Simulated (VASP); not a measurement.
# CoSi (Pm-3m) in VASP: further runs

The runs below take CoSi through single point, with PBEsol.

All numbers are computed with VASP 6.6.1; they aren't measurements. Logs are shortened: lines on timing, memory, paths and dates and some standing lists are left out, and cuts for length are marked.

## (1) The structure

The structure is cubic, space group Pm-3m (No. 221). The conventional cell has a = 2.781 Å, b = 2.781 Å, c = 2.781 Å, α = 90.00°, β = 90.00°, γ = 90.00°. Co (site symmetry m-3m) has 8 Si at 2.41 Å as nearest neighbours. Si (site symmetry m-3m) has 8 Co at 2.41 Å as nearest neighbours.

Measurements of this composition are mostly on another form, of space group No. 198.

## (2) Single point, PBEsol, collinear spin, ferromagnetic start

Input file INCAR:

```
ADDGRID = False
ALGO = Normal
EDIFF = 1E-8
ENCUT = 900
GGA = PS
ISIF = 2
ISMEAR = 1
ISPIN = 2
LASPH = True
LCHARG = False
LMAXMIX = 4
LORBIT = 11
LREAL = False
LWAVE = False
MAGMOM = 2 0
NELM = 100
PREC = Accurate
SIGMA = 0.1
```

Input file KPOINTS:

```
k-points
0
Gamma
  17 17 17
```

Input file POSCAR:

```
CoSi
1.0
    2.7813340000      0.0000000000      0.0000000000
    0.0000000000      2.7813340000      0.0000000000
    0.0000000000      0.0000000000      2.7813340000
Co Si
1 1
Direct
    0.0000000000      0.0000000000      0.0000000000
    0.5000000000      0.5000000000      0.5000000000
```

Potentials or basis: VASP PAW PBE potentials, release 64 (Co, Si).

Run with:

```sh
$ cat potpaw_PBE.64/Co/POTCAR potpaw_PBE.64/Si/POTCAR > POTCAR
$ mpirun -np 1 vasp_std > vasp.out
```

OUTCAR:

```text
EDIFF = 1E-8
   ENCUT = 900
   GGA = PS
   ISIF = 2
   ISMEAR = 1
   ISPIN = 2
   LASPH = True
   LORBIT = 11
   LREAL = False
   NELM = 100
   PREC = Accurate

 ion  position               nearest neighbor table
   1  0.000  0.000  0.000-   2 2.41   2 2.41   2 2.41   2 2.41   2 2.41   2 2.41   2 2.41   2 2.41

   2  0.500  0.500  0.500-   1 2.41   1 2.41   1 2.41   1 2.41   1 2.41   1 2.41   1 2.41   1 2.41

  LATTYP: Found a simple cubic cell.
 ALAT       =     2.7813340000

  Lattice vectors:

 A1 = (   2.7813340000,   0.0000000000,   0.0000000000)
 A2 = (   0.0000000000,   2.7813340000,   0.0000000000)
 A3 = (   0.0000000000,   0.0000000000,   2.7813340000)

Analysis of symmetry for initial positions (statically):
=====================================================================
 Subroutine PRICEL returns:
 Original cell was already a primitive cell.

 Routine SETGRP: Setting up the symmetry group for a
 simple cubic supercell.

 Subroutine GETGRP returns: Found 48 space group operations
 (whereof 48 operations were pure point group operations)
 out of a pool of 48 trial point group operations.

The static configuration has the point symmetry O_h .

Analysis of symmetry for dynamics (positions and initial velocities):
=====================================================================
 Subroutine PRICEL returns:
 Original cell was already a primitive cell.

 Routine SETGRP: Setting up the symmetry group for a
 simple cubic supercell.

 Subroutine GETGRP returns: Found 48 space group operations
 (whereof 48 operations were pure point group operations)
 out of a pool of 48 trial point group operations.

The dynamic configuration has the point symmetry O_h .

Analysis of structural, dynamic, and magnetic symmetry:
=====================================================================
 Subroutine PRICEL returns:
 Original cell was already a primitive cell.

 Routine SETGRP: Setting up the symmetry group for a
 simple cubic supercell.

 Subroutine GETGRP returns: Found 48 space group operations
 (whereof 48 operations were pure point group operations)
 out of a pool of 48 trial point group operations.

The overall configuration has the point symmetry O_h .

 Subroutine INISYM returns: Found 48 space group operations
 (whereof 48 operations are pure point group operations),
 and found     1 'primitive' translations

----------------------------------------------------------------------------------------

                                     Primitive cell

  volume of cell :      21.5159

  direct lattice vectors                    reciprocal lattice vectors
     2.781334000  0.000000000  0.000000000     0.359539703  0.000000000  0.000000000
[... 135 lines left out ...]

 E-fermi :  12.7339     XC(G=0): -13.0473

 val. band max:       12.7306824580   @ k =   0.4706   0.3529   0.1765
 cond. band min:      12.7344655286   @ k =   0.4118   0.2353   0.0000
 fundamental gap:      0.0037830706
 Fermi energy:        12.7338581610

 spin component 1

 k-point     1 :       0.0000    0.0000    0.0000
  band No.  band energies     occupation
      1      -1.5240      1.00000
      2       8.6095      1.00000
      3       8.6095      1.00000
      4      11.1624      1.00000
      5      11.1624      1.00000
      6      11.1624      1.00000
      7      15.7122      0.00000
      8      15.7122      0.00000
      9      15.7122      0.00000
     10      20.1923      0.00000
     11      20.1923      0.00000
[... 310 lines left out ...]
  band No.  band energies     occupation
      1       2.4117      1.00000
      2       4.2888      1.00000
      3       9.3864      1.00000
      4       9.7077      1.00000
      5       9.9751      1.00000
      6      11.1688      1.00000
      7      12.0107      1.00000
      8      17.8083      0.00000
      9      20.3078      0.00000
     10      20.6541      0.00000
     11      21.7026      0.00000

 [... further k-points ...]

 spin component 2

 k-point     1 :       0.0000    0.0000    0.0000
  band No.  band energies     occupation
      1      -1.5065      1.00000
      2       9.1366      1.00000
      3       9.1366      1.00000
      4      11.5297      1.00000
      5      11.5297      1.00000
      6      11.5297      1.00000
      7      15.7309      0.00000
      8      15.7309      0.00000
      9      15.7309      0.00000
     10      20.4342      0.00000
     11      20.4342      0.00000
[... 310 lines left out ...]
  band No.  band energies     occupation
      1       2.4264      1.00000
      2       4.3517      1.00000
      3       9.9222      1.00000
      4      10.0597      1.00000
      5      10.2771      1.00000
      6      11.5359      1.00000
      7      12.7546      0.32895
      8      17.9099      0.00000
      9      20.3803      0.00000
     10      20.7390      0.00000
     11      21.7355      0.00000

 [... further k-points ...]

------------------------ aborting loop because EDIFF is reached ----------------------------------------

  FORCE on cell =-STRESS in cart. coord.  units (eV):
  Direction    XX          YY          ZZ          XY          YZ          ZX
  --------------------------------------------------------------------------------------
  -------------------------------------------------------------------------------------
  Total       -0.8700396     -0.8700396     -0.8700396     -0.0000000      0.0000000     -0.0000000
  in kB      -64.7873429    -64.7873429    -64.7873429     -0.0000000      0.0000000     -0.0000000
  external PRESSURE =     -64.7873429 kB  Pullay stress =       0.0000000 kB

 VOLUME and BASIS-vectors are now :
 -----------------------------------------------------------------------------
  energy-cutoff  :      900.00
  volume of cell :       21.52
      direct lattice vectors                 reciprocal lattice vectors
     2.781334000  0.000000000  0.000000000     0.359539703  0.000000000  0.000000000
     0.000000000  2.781334000  0.000000000     0.000000000  0.359539703  0.000000000
     0.000000000  0.000000000  2.781334000     0.000000000  0.000000000  0.359539703

 POSITION                                       TOTAL-FORCE (eV/Angst)
 -----------------------------------------------------------------------------------
      0.00000      0.00000      0.00000         0.000000      0.000000      0.000000
      1.39067      1.39067      1.39067         0.000000      0.000000      0.000000
 -----------------------------------------------------------------------------------
    total drift:                               -0.000000     -0.000000     -0.000000

  FREE ENERGIE OF THE ION-ELECTRON SYSTEM (eV)
  ---------------------------------------------------
  free  energy   TOTEN  =       -14.5336729761 eV

  energy  without entropy=      -14.5319674281  energy(sigma->0) =      -14.53310446

 total charge

# of ion       s       p       d       tot
------------------------------------------
    1        0.441   0.592   7.584   8.617
    2        0.710   0.861   0.000   1.571
--------------------------------------------------
tot          1.151   1.453   7.584  10.188

 magnetization (x)

# of ion       s       p       d       tot
------------------------------------------
    1        0.008   0.001   0.510   0.519
    2        0.001   0.010   0.000   0.011
--------------------------------------------------
tot          0.009   0.011   0.510   0.529
```

OSZICAR:

```text
N       E                     dE             d eps       ncg     rms          rms(c)
DAV:   1     0.605702003217E+02    0.60570E+02   -0.81966E+03  7268   0.192E+03
DAV:   2    -0.130633334216E+02   -0.73634E+02   -0.69125E+02  7322   0.266E+02
DAV:   3    -0.160496465551E+02   -0.29863E+01   -0.28783E+01  8499   0.609E+01
DAV:   4    -0.161077047290E+02   -0.58058E-01   -0.57926E-01  8577   0.731E+00
DAV:   5    -0.161091611395E+02   -0.14564E-02   -0.14563E-02  8660   0.127E+00    0.159E+01
DAV:   6    -0.191154091141E+02   -0.30062E+01   -0.54900E+01  8329   0.128E+02    0.180E+01
DAV:   7    -0.145448261582E+02    0.45706E+01   -0.25628E+01  8533   0.862E+01    0.267E+00
DAV:   8    -0.145505935905E+02   -0.57674E-02   -0.52048E-01  8417   0.626E+00    0.147E+00
DAV:   9    -0.145349018208E+02    0.15692E-01   -0.39687E-02  9138   0.312E+00    0.564E-01
DAV:  10    -0.145339127118E+02    0.98911E-03   -0.93433E-04 10543   0.340E-01    0.200E-01
DAV:  11    -0.145336706392E+02    0.24207E-03   -0.20161E-04  8338   0.175E-01    0.964E-02
DAV:  12    -0.145336841078E+02   -0.13469E-04   -0.92130E-05  9945   0.132E-01    0.354E-02
DAV:  13    -0.145336741795E+02    0.99284E-05   -0.24626E-06  9124   0.203E-02    0.112E-02
DAV:  14    -0.145336737976E+02    0.38182E-06   -0.49132E-07 10619   0.950E-03    0.632E-03
DAV:  15    -0.145336729574E+02    0.84025E-06   -0.14774E-06 10737   0.143E-02    0.185E-03
DAV:  16    -0.145336729718E+02   -0.14397E-07   -0.41613E-08  7804   0.234E-03    0.970E-04
DAV:  17    -0.145336729854E+02   -0.13615E-07   -0.66311E-09  4272   0.108E-03    0.357E-04
DAV:  18    -0.145336729761E+02    0.92820E-08   -0.88065E-10  4161   0.310E-04
   1 F= -.14533673E+02 E0= -.14533104E+02  d E =-.170555E-02  mag=     0.5176
```

It took 66 s on 1 thread of Intel Xeon 6975P-C (Granite Rapids), shared host; peak memory 0.29 GiB.

What came out:

- Free energy: -14.5337 eV
- Pressure: -6.5 GPa
- Band gap on the k mesh: none (metal or under the smearing width)
- Net moment: 0.52 μB per cell
- Site moments: Co +0.52; Si +0.01 μB
- Valence electrons inside the program's atomic spheres: Co 8.62; Si 1.57

Levels at points of the mesh, in eV from the Fermi level:
Spin up:
| k point | band 3 | band 4 | band 5 | band 6 | band 7 | band 8 | band 9 | band 10 | band 11 |
| --- | --- | --- | --- | --- | --- | --- | --- | --- | --- |
| (0.00, 0.00, 0.00) | -4.12 | -1.57 | -1.57 | -1.57 | 2.98 | 2.98 | 2.98 | 7.46 | 7.46 |
Spin down:
```
           k point  band 2  band 3  band 4  band 5  band 6  band 7  band 8  band 9  band 10  band 11
(0.00, 0.00, 0.00)   -3.60   -3.60   -1.20   -1.20   -1.20    3.00    3.00    3.00     7.70     7.70
```

Caveat: the PAW data sets were made with another functional, which shifts forces and pressure a little.

(Continued in part 2 of 2.)
